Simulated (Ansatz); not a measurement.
TePb under changes of volume

One of the cells (32.055 Å³/atom); the others are scaled copies at fixed shape and fractional positions:

```
Pb Te
1.0
     4.00229    0.00000    0.00000
     0.00000    4.00229    0.00000
     0.00000    0.00000    4.00229
Pb Te
1 1
Direct
  0.00000 0.00000 0.00000
  0.50000 0.50000 0.50000
```

Measurements of this composition are mostly on another form, of space group No. 225.

| Property | Result |
| --- | --- |
| Program | Ansatz 0.2.0 |
| Functional | HF |
| Potentials or basis | Ansatz PAW |
| Cutoff | 420 eV (not typed: the program's choice for these potentials) |
| k mesh | 4 × 4 × 4 |
| Occupations | fermi-dirac, width 0.05 eV |
| Spin | no spin polarisation |

```tsv
volume (Å³/atom)	energy over the lowest point (meV/atom)	pressure (GPa)	gap on the mesh (eV)
30.132	157.09	10.8	2.69
30.773	117.31	9.1	2.77
31.414	83.63	7.7	2.85
32.055	55.60	6.4	2.91
32.696	?	?	?
33.337	14.19	4.1	3.04
33.978	0.00	3.1	3.10
```

Question: What does the run at 32.696 Å³/atom give?

Answer: Energy over the lowest point 32.63 meV/atom; pressure 5.2 GPa; gap on the mesh 2.98 eV.

Worked out: A Birch-Murnaghan fit of order 3 (a polynomial in V^(-2/3)) to the other rows has no minimum within the range. It gives 32.59 meV/atom at 32.696 Å³/atom, against the run's 32.63, and -dE/dV = 5.2 GPa, against 5.2. A parabola through the other rows of the gap, of slope 3.23 eV per unit of ln V there, gives 2.98 eV, against the run's 2.98.

Energies are extrapolated to zero smearing.

Caveats: spin-orbit coupling is left out, which as a rule narrows the gap of such compounds by several tenths of an eV; the PAW data sets come from PBE, with cores solved anew for the run's functional, which leaves a small shift of forces and pressure; the thresholds are loose for stress.

A mesh can miss the band edges.
